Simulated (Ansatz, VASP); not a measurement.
Two plane-wave programs on LiCl

```
Li Cl
1.0
     0.00000    2.62564    2.62564
     2.62564    0.00000    2.62564
     2.62564    2.62564    0.00000
Li Cl
1 1
Direct
  0.00000 0.00000 0.00000
  0.50000 0.50000 0.50000
```

Alike in both runs: task single point; functional PBE; k mesh 8 × 8 × 8; occupations gaussian, width 0.02 eV; no spin polarisation.

|  | VASP | Ansatz |
| --- | --- | --- |
| version | VASP 6.6.1 | Ansatz 0.2.0 |
| potentials or method | VASP PAW PBE potentials, release 64 (Li_sv, Cl) | scalar-relativistic, plane waves, PAW |
| plane-wave cutoff (eV) | 520 | 420 |
| valence electrons in the cell | 10 | 10 |

Ansatz gave:

* gap on the k mesh at the Fermi level (eV): 5.95
* least direct gap on the mesh (eV): 5.95

Q: What did VASP give for the same quantities?

A: gap on the k mesh at the Fermi level (eV): 5.96; least direct gap on the mesh (eV): 5.96.

The functional is the same, so the differences come from potentials, cutoffs and numerics.

 A k mesh can miss the band edges. A hybrid or GW would open this gap; PBE tends to underestimate it.
